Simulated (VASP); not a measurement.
# Cr (P6_3/mmc) in VASP: settings compared, part 2 of 2

VASP 6.6.1. Earlier steps stand in the parts before.

### Step 4. Relaxation of cell and atoms, revPBE, collinear spin, ferromagnetic start

File INCAR:

```
PREC = Accurate
ENCUT = 600
EDIFF = 1E-6
ISMEAR = -1
SIGMA = 0.05
LREAL = F
LASPH = T
NELM = 150
ALGO = Fast
ISIF = 3
LWAVE = F
LCHARG = F
ISPIN = 2
MAGMOM = 3 3
LORBIT = 11
LMAXMIX = 4
GGA = RE
IBRION = 2
NSW = 60
EDIFFG = -0.005
```

File KPOINTS:

```
regular mesh
0
Gamma
  8 8 5
```

File POSCAR:

```
Cr
1.0
    2.7140000000      0.0000000000      0.0000000000
   -1.3570000000      2.3503929459      0.0000000000
    0.0000000000      0.0000000000      4.4100000000
Cr
2
Direct
    0.6666666667      0.3333333333      0.7500000000
    0.3333333333      0.6666666667      0.2500000000
```

Launch:

```console
> cat potpaw_PBE.64/Cr_pv/POTCAR > POTCAR
> mpirun -np 1 vasp_std > vasp.out
```

It took 4 min on 1 thread of Intel Xeon Platinum 8488C (Sapphire Rapids), shared host; peak memory 0.19 GiB.

It converged, with:

```
Free energy                                           : -17.4183 eV
Relaxed volume                                        : 12.06 Å³/atom
Relaxed cell                                          : a = 2.493 Å, b = 2.493 Å, c = 4.478 Å, α = 90.00°, β = 90.00°, γ = 120.00°
Space group after relaxing (to 0.05 Å)                : P6_3/mmc (No. 194)
Energy gained by relaxing                             : 209.3 meV/atom
Ionic steps                                           : 16
Pressure after relaxing                               : 0.1 GPa
Band gap on the k mesh                                : none (metal or under the smearing width)
Net moment                                            : 0.00 μB per cell
Valence electrons inside the program's atomic spheres : Cr 11.01
```

The path:
```tsv
step	energy change (eV)	largest force (eV/Å)	pressure (GPa)	volume (Å³)
1	0.0000	0.0000	-21.94	28.13
2	0.0069	0.0000	40.73	20.99
3	-0.3317	0.0000	-0.68	24.15
4	-0.3321	0.0000	0.25	24.05
5	-0.3833	0.0000	2.38	23.81
6	-0.2505	0.0000	15.81	22.92
7	-0.4044	0.0000	4.39	23.63
8	-0.4061	0.0000	6.78	23.49
9	-0.4074	0.0000	5.40	23.54
10	-0.4042	0.0000	-4.19	24.65
11	-0.4179	0.0000	0.73	24.06
12	-0.4179	0.0000	0.92	24.05
13	-0.4184	0.0000	-0.40	24.16
14	-0.4186	0.0000	0.05	24.13
15	-0.4185	0.0000	-0.08	24.13
16	-0.4185	0.0000	0.05	24.11
```

Final structure:
```
Cr
1.0
     2.49340    0.00000    0.00000
    -1.24670    2.15935    0.00000
     0.00000    0.00000    4.47840
Cr
2
Direct
  0.66667 0.33333 0.75000
  0.33333 0.66667 0.25000
```

Levels at points of the mesh, in eV from the Fermi level:
Spin up:
| k point | band 9 | band 10 | band 11 | band 12 | band 13 | band 14 | band 15 | band 16 |
| --- | --- | --- | --- | --- | --- | --- | --- | --- |
| (0.00, 0.00, 0.00) | -1.28 | -0.39 | -0.37 | -0.37 | -0.06 | -0.06 | 1.03 | 1.03 |
| (0.50, 0.00, 0.00) | -3.38 | -0.98 | -0.65 | -0.35 | -0.16 | 2.19 | 2.75 | 2.86 |
Spin down:
```
           k point  band 8  band 9  band 10  band 11  band 12  band 13  band 14  band 15  band 16  band 17
(0.00, 0.00, 0.00)   -4.08   -1.28    -0.39    -0.37    -0.37    -0.06    -0.06     1.03     1.03     2.10
(0.50, 0.00, 0.00)   -3.46   -3.38    -0.98    -0.65    -0.35    -0.16     2.19     2.75     2.86     3.95
```

Caveat: the starting moments collapsed, and a magnetic state may lie lower; the PAW data sets were made with another functional, which shifts forces and pressure a little.

### Step 5. Relaxation of cell and atoms, BLYP, collinear spin, ferromagnetic start

Edit INCAR of step 4 so:

```diff
@@ -16,3 +16,7 @@
 LMAXMIX = 4
-GGA = RE
+GGA = B5
+ALDAX = 1.0
+AGGAX = 1.0
+AGGAC = 1.0
+ALDAC = 0.0
 IBRION = 2
```

KPOINTS is that of step 4.

POSCAR is that of step 4.

Launch:

```console
> cat potpaw_PBE.64/Cr_pv/POTCAR > POTCAR
> mpirun -np 1 vasp_std > vasp.out
```

Wall time 5.8 min (1 thread of Intel Xeon Platinum 8488C (Sapphire Rapids), shared host); peak memory 0.19 GiB.

It converged, with:

```
Free energy                                           : -15.9238 eV
Relaxed volume                                        : 12.28 Å³/atom
Relaxed cell                                          : a = 2.503 Å, b = 2.503 Å, c = 4.528 Å, α = 90.00°, β = 90.00°, γ = 120.00°
Space group after relaxing (to 0.05 Å)                : P6_3/mmc (No. 194)
Energy gained by relaxing                             : 186.5 meV/atom
Ionic steps                                           : 19
Pressure after relaxing                               : 0.0 GPa
Band gap on the k mesh                                : none (metal or under the smearing width)
Net moment                                            : 0.00 μB per cell
Valence electrons inside the program's atomic spheres : Cr 10.99
```

The path:
```
step  energy change (eV)  largest force (eV/Å)  pressure (GPa)  volume (Å³)
   1              0.0000                0.0000          -19.87        28.13
   2             -0.0169                0.0000           34.97        21.61
   3             -0.2847                0.0000            0.43        24.44
   4             -0.3367                0.0000            2.11        24.25
   5             -0.2457                0.0000           13.02        23.51
   6             -0.3620                0.0000            4.15        24.07
   7             -0.3636                0.0000            5.10        23.99
   8             -0.3530                0.0000           -5.05        25.26
   9             -0.3720                0.0000            0.86        24.50
  10             -0.3720                0.0000            0.89        24.49
  11             -0.3727                0.0000           -0.28        24.61
  12             -0.3729                0.0000           -0.08        24.57
  13             -0.3729                0.0000           -0.08        24.58
  14             -0.3729                0.0000           -0.21        24.58
  15             -0.3729                0.0000           -0.15        24.58
  16             -0.3729                0.0000            0.21        24.54
  17             -0.3729                0.0000            0.09        24.57
  18             -0.3729                0.0000           -0.09        24.57
  19             -0.3729                0.0000           -0.02        24.57
```

Final structure:
```cif
data_structure
_symmetry_space_group_name_H-M 'P 1'
_symmetry_Int_Tables_number 1
_cell_length_a 2.5031
_cell_length_b 2.5031
_cell_length_c 4.5277
_cell_angle_alpha 90.000
_cell_angle_beta 90.000
_cell_angle_gamma 120.000
_cell_volume 24.57
loop_
_atom_site_label
_atom_site_type_symbol
_atom_site_fract_x
_atom_site_fract_y
_atom_site_fract_z
_atom_site_occupancy
Cr1 Cr 0.66667 0.33333 0.75000 1
Cr2 Cr 0.33333 0.66667 0.25000 1
```

Levels at points of the mesh, in eV from the Fermi level:
Spin up:
| k point | band 9 | band 10 | band 11 | band 12 | band 13 | band 14 | band 15 | band 16 |
| --- | --- | --- | --- | --- | --- | --- | --- | --- |
| (0.00, 0.00, 0.00) | -1.36 | -0.40 | -0.40 | -0.20 | -0.11 | -0.11 | 0.99 | 0.99 |
| (0.50, 0.00, 0.00) | -3.25 | -0.99 | -0.51 | -0.41 | -0.15 | 2.08 | 2.66 | 2.77 |
Spin down:
| k point | band 10 | band 11 | band 12 | band 13 | band 14 | band 15 |
| --- | --- | --- | --- | --- | --- | --- |
| (0.00, 0.00, 0.00) | -0.40 | -0.40 | -0.20 | -0.11 | -0.11 | 0.99 |
| (0.50, 0.00, 0.00) | -0.99 | -0.51 | -0.41 | -0.15 | 2.08 | 2.66 |

Caveat: the starting moments collapsed, and a magnetic state may lie lower; the PAW data sets were made with another functional, which shifts forces and pressure a little.

### Step 6. For comparison

An earlier run on the cell as given: functional PBE; potentials or basis VASP PAW PBE potentials, release 64 (Cr_pv); cutoff 520 eV; k mesh 11 × 11 × 6; occupations fermi-dirac, width 0.05 eV; collinear spin, ferromagnetic start; starting moments [3.0, 3.0] μB.

* Pressure: -25.5 GPa
* Band gap on the k mesh: none (metal or under the smearing width)
* Net moment: 1.77 μB per cell
* Site moments: Cr +0.82 μB
* Valence electrons inside the program's atomic spheres: Cr 10.72
